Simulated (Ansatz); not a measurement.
# AlAs (F-43m): elasticity against pressure

```
CELL_PARAMETERS angstrom
0.00000 2.81458 2.81458
2.81458 0.00000 2.81458
2.81458 2.81458 0.00000
ATOMIC_POSITIONS crystal
Al 0.00000 0.00000 0.00000
As 0.75000 0.75000 0.75000
```

This is the zero-pressure cell. At each pressure cell and atoms are relaxed in this structure, and the constants are slopes of the stress at strains of ±0.005 with relaxed ions (the coefficients that govern stability under load). Level: LDA, PAW on Ansatz 0.2.0's default frozen-core files (fitted under PBE), scalar-relativistic; k mesh 8×8×8, strains of ±0.005, fixed occupations, cutoff 420 eV. P is the pressure of the relaxed cell, less that of this one.

```csv
P (GPa),V/V₀,C11 (GPa),C12 (GPa),C44 (GPa)
0.00,1.0000,112.7,57.0,53.9
1.00,0.9872,116.6,61.4,54.3
2.00,0.9752,120.4,65.7,54.7
4.01,?,?,?,?
6.97,0.9248,138.2,86.4,55.5
9.98,0.8997,148.2,98.6,55.2
14.98,0.8642,163.9,118.1,53.8
```

Task: Does the bulk modulus from the constants agree with the pressure-volume curve?

Result: A third-order Birch-Murnaghan fit to the volumes shown (F against f, f = [(V₀/V)^(2/3) − 1]/2) gives B₀ = 75.7 GPa and B′ = 4.2. Its −V dP/dV stands beside (C11 + 2C12)/3:

| P (GPa) | from P(V) | from the constants |
| --- | --- | --- |
| 0.00 | 75.7 | 75.6 |
| 1.00 | 79.8 | 79.8 |
| 2.00 | 83.9 | 84.0 |
| 6.97 | 103.6 | 103.7 |
| 9.98 | 115.2 | 115.1 |
| 14.98 | 134.1 | 133.4 |

Task: What are the pressure derivatives at zero pressure?

Result: Slopes at V₀ of quadratic fits in −ln(V/V₀) through the first four rows shown, divided by B₀: dC11/dP = 4.0, dC12/dP = 4.4, dC44/dP = 0.5. The mean slopes up to 2.0 GPa are 3.9, 4.3, 0.4; curvature and scatter of the constants part the two. The combination (dC11/dP + 2 dC12/dP)/3 = 4.2 stands against B′.

Task: Fill the row at 4.01 GPa.

Result: Cubic fits in −ln(V/V₀) through all rows shown give C11 = 127.8, C12 = 74.2, C44 = 55.3 GPa. Computed: V/V₀ = 0.9532, C11 (GPa) = 127.8, C12 (GPa) = 74.2, C44 (GPa) = 55.3.

Task: Does a shear stiffness soften?

Result: C44 goes from 53.9 to 53.8 GPa, through a maximum of 55.5 near 7 GPa; (C11 − C12)/2 goes from 27.8 to 22.9 GPa. (C11 − C12)/2 softens under pressure, though the lattice stays mechanically stable over this range.

Caveats: no other phase was computed; many crystals of this kind change structure within this range, and rows or crossings beyond such a change describe a metastable lattice; frozen-core PAW files fitted under PBE, their cores solved anew for the functional of the run; constants at zero field, no piezoelectric stiffening; phonons weren't checked at these pressures.
